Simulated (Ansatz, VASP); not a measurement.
**One calculation of AlGaN2, two programs**

File INCAR:

```
SYSTEM = AlGaN2
  ALGO = Normal
  EDIFF = 1E-7
  ENCUT = 520
  GGA = CA
  ISIF = 2
  ISMEAR = 0
  LASPH = .True.
  LCHARG = .True.
  LELF = .True.
  LREAL = .False.
  LVHAR = .True.
  LWAVE = .False.
  NBANDS = 21
  NELM = 60
  PREC = Accurate
  SIGMA = 0.05
```

Contents of KPOINTS:

```
k-points
0
Gamma
  8 8 6
  0 0 0
```

Contents of POSCAR:

```
AlGaN2
1.0
    3.0178692975      0.0000000000      0.0000000000
    0.0000000000      3.0178692975      0.0000000000
    0.0000000000      0.0000000000      4.6719520687
Al Ga N
1 1 2
Direct
    0.5000000000      0.5000000000      0.5000000000
    0.0000000000      0.0000000000      0.0000000000
    0.5000000000      0.0000000000      0.7400513254
    0.0000000000      0.5000000000      0.2599486746
```

Input for Ansatz:

```yaml
crystal:
  lattice:
    - [3.0178692975, 0.0, 0.0]
    - [0.0, 3.0178692975, 0.0]
    - [0.0, 0.0, 4.6719520687]
  atoms:
    - { symbol: Al, position: [0.5, 0.5, 0.5] }
    - { symbol: Ga, position: [0.0, 0.0, 0.0] }
    - { symbol: "N", position: [0.5, 0.0, 0.7400513254] }
    - { symbol: "N", position: [0.0, 0.5, 0.2599486746] }
basis:
  ecutwfc: 420
kpoints:
  mp_grid: { grid: [8, 8, 6] }
hamiltonian:
  xc: lda
scf:
  occupations: { method: gaussian, width: 0.05 }
output:
  forces: true
  stress: true
  eigenvalues: true
```

Alike in both runs: task single point; functional LDA; k mesh 8 × 8 × 6; occupations gaussian, width 0.05 eV; no spin polarisation.

|  | VASP | Ansatz |
| --- | --- | --- |
| version | VASP 6.6.1 | Ansatz 0.2.0 |
| potentials or method | VASP PAW LDA potentials, release 64 (Al, Ga_d, N) | scalar-relativistic, plane waves, PAW |
| plane-wave cutoff (eV) | 520 | 420 |
| valence electrons in the cell | 26 | 26 |

|  | VASP | Ansatz | Ansatz less VASP |
| --- | --- | --- | --- |
| gap on the k mesh at the Fermi level (eV) | 2.86 | 2.85 | -0.011 |
| least direct gap on the mesh (eV) | 2.86 | 2.85 | -0.011 |
| pressure (GPa) | 0.4 | -0.5 | -0.87 |
| largest component of the traceless stress (GPa) | 10.57 | 10.65 | +0.085 |
| rms of the force components (eV/Å) | 0.049 | 0.062 | +0.0130 |

Atom by atom the forces differ by 0.013 eV/Å (rms over components).

A k mesh can miss the band edges. LDA gaps usually lie below the measured ones, often by a third to a half.
